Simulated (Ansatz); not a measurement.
# AgCl (Chlorargyrite): the cost of one run

Method: DFT PBEsol, all-electron LAPW, scalar-relativistic unless said, in Ansatz 0.2.0.

The COD entry's cell or inner coordinates are ideal or old and differ from later refinements, so a difference from it is no clean test against experiment.

1 further run of the same task is left out (it didn't finish).

## 1. The structure to begin with

It takes space group Fm-3m (No. 225, cubic). Conventional cell: a = 5.448 Å, b = 5.448 Å, c = 5.448 Å, α = 90.00°, β = 90.00°, γ = 90.00°. Ag (site symmetry m-3m) has 6 Cl at 2.72 Å as nearest neighbours. Cl (site symmetry m-3m) has 6 Ag at 2.72 Å as nearest neighbours.

As a file:

```cif
data_structure
_symmetry_space_group_name_H-M 'P 1'
_symmetry_Int_Tables_number 1
_cell_length_a 3.8520
_cell_length_b 3.8520
_cell_length_c 3.8520
_cell_angle_alpha 60.000
_cell_angle_beta 60.000
_cell_angle_gamma 60.000
_cell_volume 40.41
loop_
_atom_site_label
_atom_site_type_symbol
_atom_site_fract_x
_atom_site_fract_y
_atom_site_fract_z
_atom_site_occupancy
Ag1 Ag 0.00000 0.00000 0.00000 1
Cl1 Cl 0.50000 0.50000 0.50000 1
```

Cartesian axes are those of the input's lattice vectors. The structure goes back to a database entry.

## 2. Reference run, fine mesh, LAPW

Input file input.yaml:

```yaml
crystal:
  lattice:
    - [0.0, 2.72375716287, 2.72375716287]
    - [2.72375716287, 0.0, 2.72375716287]
    - [2.72375716287, 2.72375716287, 0.0]
  atoms:
    - { symbol: Ag, position: [0.0, 0.0, 0.0] }
    - { symbol: Cl, position: [0.5, 0.5, 0.5] }
kpoints:
  mp_grid: { grid: [8, 8, 8] }
scf:
  occupations: { method: fixed }
hamiltonian:
  xc: pbesol
  pseudopotentials: { kind: all_electron, lapw: { basis_error: 0.001 } }
output:
  forces: true
  stress: true
  eigenvalues: true
  eigenstates:
    nscf_kmesh: { grid: [12, 12, 12] }
    de_dk: true
    e_range: [-9, 10.72494438891]
  optics:
    e_range: [0, 25]
    de: 0.2
    sigma: 0.15
    bands: { spectra_wanted_up_to: 25 }
    nscf_kmesh: { grid: [12, 12, 12] }
checkpoint:
  write: ck
  write_wavefunctions: false
```

The run is started by

```sh
$ ansatz run input.yaml --threads 1 --pin off --max-ram 3072MiB --backend cpu --events-out ev --progress --plain --runs-dir out
```

Q: Estimate wall time and peak memory on 1 thread of Arm Neoverse V1, shared host.

About 64 s, with a peak of 0.29 GiB.
